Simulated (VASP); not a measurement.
# FeSi (P2_13) in VASP: relaxation of cell and atoms with LDA

Aim: the relaxation of cell and atoms of FeSi with LDA.

Everything below comes from runs of VASP 6.6.1. Logs are shortened: lines on timing, memory, paths and dates and some standing lists are left out, and cuts for length are marked.

### 1 The crystal as given

It takes space group P2_13 (No. 198, cubic). The conventional cell has a = 4.551 Å, b = 4.551 Å, c = 4.551 Å, α = 90.00°, β = 90.00°, γ = 90.00°. Fe (site symmetry 3) has 7 Si at 2.32 to 2.55 Å as nearest neighbours. Around Si (site symmetry 3) lie 7 Fe at 2.32 to 2.55 Å.

### 2 Relaxation of cell and atoms, LDA

File INCAR:

```
PREC     = Accurate       # precision mode
ENCUT    = 600            # plane-wave cutoff, eV
EDIFF    = 1E-6           # SCF threshold, eV
ISMEAR   = -1             # smearing method
SIGMA    = 0.01           # smearing width, eV
LREAL    = F              # projectors in reciprocal space
LASPH    = T              # aspherical terms in the spheres
NELM     = 100            # most SCF steps
ALGO     = Normal         # electronic algorithm
ISIF     = 3              # what is computed and relaxed
LWAVE    = F              # write WAVECAR
LCHARG   = F              # write CHGCAR
GGA      = CA             # functional
IBRION   = 2              # ionic algorithm
NSW      = 60             # ionic steps
EDIFFG   = -0.01          # ionic threshold
```

File KPOINTS:

```
regular mesh
0
Gamma
  6 6 6
```

File POSCAR:

```
FeSi
1.0
    4.5507000000      0.0000000000      0.0000000000
    0.0000000000      4.5507000000      0.0000000000
    0.0000000000      0.0000000000      4.5507000000
Fe Si
4 4
Direct
    0.1365200000      0.1365200000      0.1365200000
    0.3634800000      0.8634800000      0.6365200000
    0.6365200000      0.3634800000      0.8634800000
    0.8634800000      0.6365200000      0.3634800000
    0.8424000000      0.8424000000      0.8424000000
    0.6576000000      0.1576000000      0.3424000000
    0.3424000000      0.6576000000      0.1576000000
    0.1576000000      0.3424000000      0.6576000000
```

Potentials or basis: VASP PAW LDA potentials, release 64 (Fe, Si).

Run with:

```
cat potpaw_LDA.64/Fe/POTCAR potpaw_LDA.64/Si/POTCAR > POTCAR
mpirun -np 1 vasp_std > vasp.out
```

OUTCAR:

```text
PREC = Accurate
   ENCUT = 600
   EDIFF = 1E-6
   ISMEAR = -1
   LREAL = F
   LASPH = T
   NELM = 100
   ISIF = 3
   GGA = CA
   IBRION = 2
   NSW = 60
   EDIFFG = -0.01

 ion  position               nearest neighbor table
   1  0.137  0.137  0.137-   5 2.32   6 2.37   7 2.37   8 2.37   7 2.55   8 2.55   6 2.55   3 2.79
                             4 2.79   2 2.79   2 2.79   4 2.79   3 2.79
   2  0.363  0.863  0.637-   6 2.32   5 2.37   7 2.37   8 2.37   7 2.55   8 2.55   5 2.55   1 2.79
                             1 2.79   3 2.79   3 2.79   4 2.79   4 2.79
   3  0.637  0.363  0.863-   7 2.32   6 2.37   5 2.37   8 2.37   8 2.55   6 2.55   5 2.55   1 2.79
                             4 2.79   2 2.79   2 2.79   4 2.79   1 2.79
   4  0.863  0.637  0.363-   8 2.32   6 2.37   7 2.37   5 2.37   6 2.55   5 2.55   7 2.55   1 2.79
                             3 2.79   2 2.79   1 2.79   2 2.79   3 2.79
   5  0.842  0.842  0.842-   1 2.32   2 2.37   3 2.37   4 2.37   3 2.55   4 2.55   2 2.55   6 2.82
                             7 2.82   8 2.82   6 2.82   8 2.82   7 2.82
   6  0.658  0.158  0.342-   2 2.32   1 2.37   3 2.37   4 2.37   3 2.55   4 2.55   1 2.55   8 2.82
                             5 2.82   5 2.82   7 2.82   7 2.82   8 2.82
   7  0.342  0.658  0.158-   3 2.32   2 2.37   1 2.37   4 2.37   4 2.55   2 2.55   1 2.55   8 2.82
                             5 2.82   8 2.82   6 2.82   6 2.82   5 2.82
   8  0.158  0.342  0.658-   4 2.32   2 2.37   3 2.37   1 2.37   2 2.55   1 2.55   3 2.55   7 2.82
                             5 2.82   7 2.82   5 2.82   6 2.82   6 2.82

  LATTYP: Found a simple cubic cell.
 ALAT       =     4.5507000000

  Lattice vectors:

 A1 = (   4.5507000000,   0.0000000000,   0.0000000000)
 A2 = (   0.0000000000,   4.5507000000,   0.0000000000)
 A3 = (   0.0000000000,   0.0000000000,   4.5507000000)

Analysis of symmetry for initial positions (statically):
=====================================================================
 Subroutine PRICEL returns:
 Original cell was already a primitive cell.

 Routine SETGRP: Setting up the symmetry group for a
 simple cubic supercell.

 Subroutine GETGRP returns: Found 12 space group operations
 (whereof  3 operations were pure point group operations)
 out of a pool of 48 trial point group operations.

The static configuration has the point symmetry C_3 .
 The point group associated with its full space group is T   .

Analysis of symmetry for dynamics (positions and initial velocities):
=====================================================================
 Subroutine PRICEL returns:
 Original cell was already a primitive cell.

 Routine SETGRP: Setting up the symmetry group for a
 simple cubic supercell.

 Subroutine GETGRP returns: Found 12 space group operations
 (whereof  3 operations were pure point group operations)
 out of a pool of 48 trial point group operations.

The dynamic configuration has the point symmetry C_3 .
 The point group associated with its full space group is T   .

 Subroutine INISYM returns: Found 12 space group operations
 (whereof  3 operations are pure point group operations),
 and found     1 'primitive' translations

----------------------------------------------------------------------------------------

                                     Primitive cell

  volume of cell :      94.2399

  direct lattice vectors                    reciprocal lattice vectors
     4.550700000  0.000000000  0.000000000     0.219746413  0.000000000  0.000000000
     0.000000000  4.550700000  0.000000000     0.000000000  0.219746413  0.000000000
     0.000000000  0.000000000  4.550700000     0.000000000  0.000000000  0.219746413

  length of vectors
     4.550700000  4.550700000  4.550700000     0.219746413  0.219746413  0.219746413

  position of ions in fractional coordinates (direct lattice)
     0.136520000  0.136520000  0.136520000
     0.363480000  0.863480000  0.636520000
     0.636520000  0.363480000  0.863480000
     0.863480000  0.636520000  0.363480000
     0.842400000  0.842400000  0.842400000
     0.657600000  0.157600000  0.342400000
     0.342400000  0.657600000  0.157600000
     0.157600000  0.342400000  0.657600000

  ion indices of the primitive-cell ions
   primitive index   ion index
                 1           1
                 2           2
                 3           3
                 4           4
                 5           5
                 6           6
                 7           7
                 8           8

----------------------------------------------------------------------------------------

 KPOINTS: regular mesh

Automatic generation of k-mesh.
 Grid dimensions read from file:
 generate k-points for:    6    6    6

 Generating k-lattice:

  Cartesian coordinates                     Fractional coordinates (reciprocal lattice)
     0.036624402  0.000000000  0.000000000     0.166666667  0.000000000  0.000000000
     0.000000000  0.036624402  0.000000000     0.000000000  0.166666667  0.000000000
     0.000000000  0.000000000  0.036624402     0.000000000  0.000000000  0.166666667

  Length of vectors
     0.036624402  0.036624402  0.036624402

  Shift w.r.t. Gamma in fractional coordinates (k-lattice)
     0.000000000  0.000000000  0.000000000

 Subroutine IBZKPT returns following result:
 ===========================================

 Found     24 irreducible k-points:

 Following reciprocal coordinates:
            Coordinates               Weight
  0.000000  0.000000  0.000000      1.000000
  0.166667  0.000000  0.000000      6.000000
  0.333333  0.000000  0.000000      6.000000
  0.500000  0.000000  0.000000      3.000000
  0.166667  0.166667  0.000000     12.000000
  0.333333  0.166667  0.000000     12.000000
[... 16 lines left out ...]
  0.500000  0.500000  0.333333      6.000000
  0.500000  0.500000  0.500000      1.000000
   k-points           NKPTS =     24   k-points in BZ     NKDIM =     24   number of bands    NBANDS=     29
   number of dos      NEDOS =    301   number of ions     NIONS =      8
   total plane-waves  NPLWV =  46656
   dimension x,y,z NGX =    36 NGY =   36 NGZ =   36
   dimension x,y,z NGXF=    72 NGYF=   72 NGZF=   72
   ions per type =               4   4
   NGX,Y,Z   is equivalent  to a cutoff of  13.15, 13.15, 13.15 a.u.
   NGXF,Y,Z  is equivalent  to a cutoff of  26.30, 26.30, 26.30 a.u.
 SYSTEM =  unknown system
   PREC   = accura    normal or accurate (medium, high low for compatibility)
   ISTART =      0    job   : 0-new  1-cont  2-samecut
   ICHARG =      2    charge: 1-file 2-atom 10-const
   ISPIN  =      1    spin polarized calculation?
   LNONCOLLINEAR =      F non collinear calculations
   LSORBIT =      F    spin-orbit coupling
   LASPH  =      T    aspherical Exc in radial PAW
   ENCUT  =  600.0 eV  44.10 Ry    6.64 a.u.   9.09  9.09  9.09*2*pi/ulx,y,z
   NELM   =    100;   NELMIN=  2; NELMDL= -5     # of ELM steps
   EDIFF  = 0.1E-05   stopping-criterion for ELM
   LREAL  =      F    real-space projection
   EDIFFG = -.1E-01   stopping-criterion for IOM
   NSW    =     60    number of steps for IOM
   IBRION =      2    ionic relax: 0-MD 1-quasi-New 2-CG
   NFREE  =      1    steps in history (QN), initial steepest desc. (CG)
   ISIF   =      3    stress and relaxation
   ISYM   =      2    0-nonsym 1-usesym 2-fastsym
   POTIM  = 0.5000    time-step for ionic-motion
   TEBEG  =    0.0;   TEEND  =   0.0 temperature during run
   PSTRESS=    0.0 pullay stress
   NELECT =      48.0000    total number of electrons
   NUPDOWN=      -1.0000    fix difference up-down
   EMIN   =  10.00;   EMAX   =-10.00  energy-range for DOS
   EFERMI =   0.00;   METHOD = LEGACY
   ISMEAR =    -1;   SIGMA  =   0.01  broadening in eV -4-tet -1-fermi 0-gaus
   EFERMI_NEDOS =   21; number of points for ismear=-14 and -15
   IALGO  =     38    algorithm
   IMIX   =      4    mixing-type and parameters
     AMIX     =   0.40;   BMIX     =  1.00
     AMIX_MAG =   1.60;   BMIX_MAG =  1.00
  volume/ion in A,a.u.               =      11.78        79.50
  Fermi-wavevector in a.u.,A,eV,Ry     =   1.307406  2.470639 23.256570  1.709310
  Thomas-Fermi vector in A             =   2.438142
   LORBIT       =      0    0 simple, 1 ext, 2 COOP (PROOUT), +10 PAW based schemes
   GGA     = CA    functional components
   LHFCALC =     F    Hartree Fock is set to
   AEXX    =    0.0000 exact exchange contribution
   IVDW    =     0    specifies the selected vdW correction
   LEPSILON=     F    determine dielectric tensor
   LRPA    =     F    only Hartree local field effects (RPA)
 conjugate gradient relaxation of ions
 non-spin polarized calculation
  energy-cutoff  :      600.00
  volume of cell :       94.24
 maximum number of plane-waves:      3178
   NGX = 19   NGY = 19   NGZ = 19

--------------------------------------- Ionic step        1  -------------------------------------------

 number of electron      47.9999995 magnetization

 Free energy of the ion-electron system (eV)
  ---------------------------------------------------
  ext. energy  EPLUGINS =         0.00000000
  ---------------------------------------------------
  free energy    TOTEN  =       -65.65489883 eV

  energy without entropy =      -65.65470097  energy(sigma->0) =      -65.65479990

 E-fermi :   8.8396     XC(G=0): -12.6350

 val. band max:        8.7931108247   @ k =   0.1667   0.1667   0.1667
 cond. band min:       8.8932061124   @ k =   0.3333   0.1667   0.1667
 fundamental gap:      0.1000952877
 Fermi energy:         8.8395735185

 k-point     1 :       0.0000    0.0000    0.0000
  band No.  band energies     occupation
      1      -3.8776      2.00000
      2       1.2178      2.00000
      3       1.2178      2.00000
      4       1.2178      2.00000
      5       4.0405      2.00000
      6       4.0405      2.00000
[... 876 lines left out ...]
  FREE ENERGIE OF THE ION-ELECTRON SYSTEM (eV)
  ---------------------------------------------------
  free  energy   TOTEN  =       -66.5521510678 eV

  energy  without entropy=      -66.5521119459  energy(sigma->0) =      -66.55213151

[... ionic steps 4 to 7 ...]

--------------------------------------- Ionic step        8  -------------------------------------------

 number of electron      47.9999986 magnetization

------------------------ aborting loop because EDIFF is reached ----------------------------------------

  FORCE on cell =-STRESS in cart. coord.  units (eV):
  Direction    XX          YY          ZZ          XY          YZ          ZX
  --------------------------------------------------------------------------------------
  -------------------------------------------------------------------------------------
  Total       -0.3437315     -0.3437315     -0.3437315      0.0000000      0.0000000      0.0000000
  in kB       -6.5692894     -6.5692894     -6.5692894      0.0000000      0.0000000      0.0000000
  external PRESSURE =      -6.5692894 kB  Pullay stress =       0.0000000 kB
[... 69 lines left out ...]
  energy  without entropy=      -66.5584667230  energy(sigma->0) =      -66.55848603

--------------------------------------- Ionic step       10  -------------------------------------------

 number of electron      47.9999984 magnetization

 Free energy of the ion-electron system (eV)
  ---------------------------------------------------
  ext. energy  EPLUGINS =         0.00000000
  ---------------------------------------------------
  free energy    TOTEN  =       -66.55860798 eV

  energy without entropy =      -66.55856730  energy(sigma->0) =      -66.55858764

 E-fermi :  10.3861     XC(G=0): -13.2226

 val. band max:       10.3176998003   @ k =   0.1667   0.1667   0.1667
 cond. band min:      10.4574838087   @ k =   0.3333   0.1667   0.1667
 fundamental gap:      0.1397840083
 Fermi energy:        10.3861146488

 k-point     1 :       0.0000    0.0000    0.0000
  band No.  band energies     occupation
      1      -3.2455      2.00000
      2       2.2554      2.00000
      3       2.2554      2.00000
      4       2.2554      2.00000
      5       5.0985      2.00000
      6       5.0985      2.00000
[... 792 lines left out ...]
  FREE ENERGIE OF THE ION-ELECTRON SYSTEM (eV)
  ---------------------------------------------------
  free  energy   TOTEN  =       -66.5586079782 eV

  energy  without entropy=      -66.5585673015  energy(sigma->0) =      -66.55858764

 reached required accuracy - stopping structural energy minimisation
```

It took 5.5 min on 1 thread of Intel Xeon Platinum 8259CL at 2.50GHz (Skylake/Cascade Lake), shared host; peak memory 0.22 GiB.

What came out:

```yaml
Free_energy: -66.5586 eV
Relaxed_volume: 10.45 Å³/atom
Relaxed_cell: a = 4.373 Å, b = 4.373 Å, c = 4.373 Å, α = 90.00°, β = 90.00°, γ = 90.00°
Space_group_after_relaxing_to_0.05_Å: P2_13 (No. 198)
Energy_gained_by_relaxing: 113.0 meV/atom
Ionic_steps: 10
Pressure_after_relaxing: 0.0 GPa
Largest_force_after_relaxing: 0.008 eV/Å
Band_gap_on_the_k_mesh: 0.14 eV, indirect (least direct gap 0.15 eV)
```

Forces on the atoms (eV/Å):
```
Fe   0.004  0.004  0.004
Fe  -0.004 -0.004  0.004
Fe   0.004 -0.004 -0.004
Fe  -0.004  0.004 -0.004
Si   0.002  0.002  0.002
Si  -0.002 -0.002  0.002
Si   0.002 -0.002 -0.002
Si  -0.002  0.002 -0.002
```

The path:
```tsv
step	energy change (eV)	largest force (eV/Å)	pressure (GPa)	volume (Å³)
1	0.0000	0.3599	-24.25	94.24
2	0.9575	1.2357	57.01	71.95
3	-0.8973	0.1410	-1.15	84.10
4	-0.8986	0.1593	-0.29	83.81
5	-0.8985	0.1725	0.30	83.61
6	-0.9030	0.0650	0.48	83.55
7	-0.9033	0.0326	0.41	83.53
8	-0.9033	0.0040	-0.66	83.83
9	-0.9036	0.0188	-0.12	83.67
10	-0.9037	0.0076	-0.03	83.64
```

Final structure:
```xyz
8
Lattice="4.3732 0.0000 0.0000 0.0000 4.3732 0.0000 0.0000 0.0000 4.3732" Properties=species:S:1:pos:R:3 pbc="T T T"
Fe    0.5996    0.5996    0.5996
Fe    1.5870    3.7736    2.7862
Fe    2.7862    1.5870    3.7736
Fe    3.7736    2.7862    1.5870
Si    3.6771    3.6771    3.6771
Si    2.8827    0.6961    1.4905
Si    1.4905    2.8827    0.6961
Si    0.6961    1.4905    2.8827
```

Caveat: the volume moved by -11 % from the deposited cell, more than functionals usually miss. A k mesh can miss the band edges.
